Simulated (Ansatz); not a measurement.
Input of an Ansatz 0.2.0 run:

The input input.yaml:

```yaml
crystal:
  lattice:
    - [3.14, 0.0, 0.0]
    - [-1.57, 2.7193197679, 0.0]
    - [0.0, 0.0, 3.48]
  atoms:
    - { symbol: Hf, position: [0.0, 0.0, 0.0] }
    - { symbol: B, position: [0.6666666667, 0.3333333333, 0.5] }
    - { symbol: B, position: [0.3333333333, 0.6666666667, 0.5] }
kpoints:
  mp_grid: { grid: [10, 10, 8] }
scf:
  occupations: { method: fermi_dirac, width: 0.05 }
hamiltonian:
  xc: pbe
  pseudopotentials: { kind: all_electron, lapw: { basis_error: 0.001 } }
output:
  forces: true
  stress: true
  eigenvalues: true
  populations: true
```

Potentials or basis: all-electron LAPW, scalar-relativistic.

Launch:

```sh
$ ansatz run input.yaml --threads 2 --pin off --max-ram 5120MiB --backend cpu --events-out ev --progress --plain --runs-dir out
```

**Question.** Estimate the pressure.

**Answer.** 1.5 GPa.

**Question.** What does it give for the Loewdin charges?

**Answer.** Hf +0.68; B -0.33 e.

**Question.** Estimate the band gap on the k mesh.

**Answer.** None (metal or under the smearing width).

Stress tensor (GPa, compression positive):
```
1.28 0.00 0.00
0.00 1.28 0.00
0.00 0.00 1.85
```

Spin-orbit coupling is left out, which matters for the levels of Hf.
